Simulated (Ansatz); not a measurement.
Ta2C:

```
CELL_PARAMETERS angstrom
3.10590 0.00000 0.00000
-1.55295 2.68979 0.00000
0.00000 0.00000 4.94640
ATOMIC_POSITIONS crystal
Ta 0.66667 0.33333 0.74799
Ta 0.33333 0.66667 0.25201
C 0.00000 0.00000 0.00000
```

| Quantity | Value |
| --- | --- |
| Program | Ansatz 0.2.0 |
| Task | relaxation of cell and atoms |
| Functional | PBEsol |
| Dispersion | D3(BJ) |
| Potentials or basis | Ansatz PAW |
| Cutoff | 420 eV (not typed: the program's choice for these potentials) |
| k mesh | 10 × 10 × 6 |
| Occupations | fermi-dirac, width 0.05 eV |
| Spin | no spin polarisation |

At the start: volume 13.77 Å³/atom.

Problem. Where does the relaxation end?

Solution. It ends after 7 steps and the volume is 13.30 Å³/atom (-3.4 %); space group P-3m1 (No. 164, to 0.05 Å).

Step by step:
```csv
step,energy change (eV),largest force (eV/Å),volume (Å³)
1,0.0000,0.0069,41.32
2,-0.0414,0.1283,40.20
3,-0.0444,0.0405,39.89
4,-0.0445,0.0078,39.90
5,-0.0431,0.0075,39.90
6,-0.0431,0.0000,39.90
7,-0.0431,0.0000,39.90
```

Final structure:
```yaml
crystal:
  lattice:
    - [3.07212, 0.00000, 0.00000]
    - [-1.53606, 2.66053, 0.00000]
    - [0.00000, 0.00000, 4.88140]
  atoms:
    - { symbol: Ta, position: [0.66667, 0.33333, 0.74596] }
    - { symbol: Ta, position: [0.33333, 0.66667, 0.25404] }
    - { symbol: C, position: [0.00000, 0.00000, 0.00000] }
```

Caveat: the plane-wave basis is chosen anew once the cell has moved, so the energies of steps on either side of that aren't comparable; pairwise dispersion overbinds metals, which lowers pressure and volume; the PAW data sets come from PBE, with cores solved anew for the run's functional, which leaves a small shift of forces and pressure.
